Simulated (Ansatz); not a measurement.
# SnO, space group Pmn2_1: a relaxation of cell and ions

Program: Ansatz 0.2.0 through its Python package.

Interactive session:
```pycon
>>> from dataclasses import dataclass
>>> import ansatz
>>> from ase.data import atomic_numbers
>>> import numpy as np
>>> import spglib
>>> @dataclass
... class Options:
...     xc: str = "r2SCAN"
...     ecut: int = 450
...     k_length: int = 17
...     filling: str = "fermi_dirac"
...     max_scf: int = 200
...     fmax: float = 0.001
...
>>> opts = Options()
>>> def edges_and_angles(cell):
...     cell = np.asarray(cell)
...     a, b, c = np.linalg.norm(cell, axis=1)
...     cosines = cell[1] @ cell[2] / (b * c), cell[0] @ cell[2] / (a * c), cell[0] @ cell[1] / (a * b)
...     return (a, b, c, *np.degrees(np.arccos(cosines)))
...
>>> lattice = ansatz.Lattice.of(
...     (3.355, 0.0, 0.0),
...     (0.0, 5.6741, 0.0),
...     (0.0, 0.0, 4.22197),
... )
>>> sites = [
...     ("Sn", (0.0, 0.23191, 0.51314)),
...     ("Sn", (0.5, 0.76809, 0.01314)),
...     ("O", (0.0, 0.89125, 0.73686)),
...     ("O", (0.5, 0.10875, 0.23686)),
... ]
>>> system = ansatz.Crystal(lattice=lattice)
>>> for symbol, position in sites:
...     system = system.atom(symbol, position)
...
>>> # only the volume may change
>>> job = (
...     system.calculation()
...     .functional(opts.xc)
...     .basis(opts.ecut)
...     .kpoints(length=opts.k_length)
...     .occupations(opts.filling)
...     .mixing("msr1")
...     .scf(max_iterations=opts.max_scf, algorithm="density_mixing")
...     .relax(force_tolerance=opts.fmax, fix_cell=["shape"])
... )
>>> steps = []
>>> def follow(event):
...     if event["event"] != "relax_step":
...         return
...     row = event["data"]
...     steps.append(row)
...     print(f"step {row['step']:3d}  E = {row['lagrangian_ev']:.5f} eV  largest force component = {row['allowed_force_max_ev_ang']:.4f} eV/A  P = {row['pressure_gpa']:.3f} GPa")
...
>>> outcome = job.session().plan(threads=1).execute(on_event=follow)
DeckWarning: basis.ecutwfc = 450 eV is below the records' recommended 500 eV, and the density's cutoff is lower with it unless basis.ecutrho_ratio is high enough to keep the records' density cutoff: compare with a run at a higher cutoff
step   1  E = -13214.33248 eV  largest force component = 0.6067 eV/A  P = -3.011 GPa
step   2  E = -13214.36739 eV  largest force component = 0.1677 eV/A  P = 0.150 GPa
step   3  E = -13214.37559 eV  largest force component = 0.0476 eV/A  P = 0.278 GPa
step   4  E = -13214.37741 eV  largest force component = 0.0402 eV/A  P = 0.086 GPa
step   5  E = -13214.37813 eV  largest force component = 0.0128 eV/A  P = -0.022 GPa
step   6  E = -13214.37813 eV  largest force component = 0.0052 eV/A  P = -0.011 GPa
step   7  E = -13214.37814 eV  largest force component = 0.0004 eV/A  P = 0.000 GPa
step   8  E = -13214.37826 eV  largest force component = 0.0004 eV/A  P = 0.006 GPa
>>> r = outcome.report
>>> r["kpoints_frac"][:4]
[[0.0, 0.0, 0.0], [0.0, 0.0, 0.25], [0.0, 0.0, -0.5], [0.0, 0.3333333333333333, 0.0]]
>>> r["converged"], r["free_energy_ev"]
(True, -13214.378258612516)
>>> first, last = steps[0], steps[-1]
>>> symbols = [site.symbol for site in outcome.lattice.sites]
>>> print(f"energy gained {first['lagrangian_ev'] - last['lagrangian_ev']:.4f} eV in {len(steps) - 1} steps")
energy gained 0.0458 eV in 7 steps
>>> for label, vectors in (("before", first["cell_ang"]), ("after", outcome.lattice.cell_ang)):
...     print(label, "a b c (A) {:.4f} {:.4f} {:.4f}  angles {:.2f} {:.2f} {:.2f}".format(*edges_and_angles(vectors)), f" V = {abs(np.linalg.det(vectors)):.3f} A^3")
...
before a b c (A) 3.3550 5.6741 4.2220  angles 90.00 90.00 90.00  V = 80.372 A^3
after a b c (A) 3.3575 5.6784 4.2251  angles 90.00 90.00 90.00  V = 80.554 A^3
>>> print("final stress xx yy zz (GPa, compression positive):", np.round(np.diag(r["stress_gpa"]), 3) + 0.0)
final stress xx yy zz (GPa, compression positive): [-1.109  0.7    0.427]
>>> change = np.array(last["positions_ang"]) @ np.linalg.inv(last["cell_ang"]) - np.array(first["positions_ang"]) @ np.linalg.inv(first["cell_ang"])
>>> moved = np.linalg.norm(change @ np.array(last["cell_ang"]), axis=1)
>>> print("displacement within the cell, strain taken out (A):", " ".join(f"{s}:{d:.3f}" for s, d in zip(symbols, moved)))
displacement within the cell, strain taken out (A): Sn:0.054 Sn:0.054 O:0.094 O:0.094
>>> print("atom   start x y z (A)              end x y z (A)")
atom   start x y z (A)              end x y z (A)
>>> for symbol, a, b in zip(symbols, first["positions_ang"], last["positions_ang"]):
...     print(f"{symbol:3s}", " ".join(f"{v:8.4f}" for v in a), "  ", " ".join(f"{v:8.4f}" for v in b))
...
Sn    0.0000   1.3159   2.1665      0.0000   1.2928   2.1192
Sn    1.6775   4.3582   0.0555      1.6788   4.3855   0.0066
O     0.0000   5.0570   3.1110      0.0000   5.1408   3.1622
O     1.6775   0.6171   1.0000      1.6788   0.5375   1.0496
>>> fractions = [site.position_frac for site in outcome.lattice.sites]
>>> numbers = [atomic_numbers[s] for s in symbols]
>>> for tolerance in (1e-3, 1e-2, 1e-1):
...     print(f"space group at {tolerance} A:", spglib.get_spacegroup((outcome.lattice.cell_ang, fractions, numbers), symprec=tolerance))
...
space group at 0.001 A: Pmn2_1 (31)
space group at 0.01 A: Pmn2_1 (31)
space group at 0.1 A: Pmn2_1 (31)
>>> print("%-22s %14.5f eV" % ("F = E - TS", r["free_energy_ev"]))
F = E - TS               -13214.37826 eV
>>> print("%-22s %14.5f eV" % ("E", r["internal_energy_ev"]))
E                        -13214.37824 eV
>>> print("%-22s %14.5f eV" % ("Harris-Foulkes", r["harris_foulkes_ev"]))
Harris-Foulkes           -13214.37826 eV
>>> print("%-22s %14.5f eV" % ("Fermi level", r["fermi_energy_ev"]))
Fermi level                   8.18509 eV
```

Notes:
- These settings explore the input space; cutoff and mesh may be short of convergence.
- The cutoff lies under the one recommended for these potentials.
- Under the recommended cutoff a pressure can be off by several GPa, even in sign.
- Only differences from the Fermi energy are physical; the zero of the scale is a convention.
- Energies along a relaxation are free energies. Rows at an unchanged volume are solved on a plane-wave basis chosen afresh for that cell, so the energy can jump there; the script counts such rows among its steps.
- The structure is layered, and without a dispersion term the spacing of the layers is poorly determined.
- In a crystal with a gap the Fermi level's place inside it depends on smearing and mesh.
- This cell is a computed structure, which may not be the phase found in nature.
- Warnings are shown shortened and without file and line.
- The whole script took 46 s on 1 thread of Arm Neoverse V2, with other jobs on the host, peak memory 0.5 GiB.
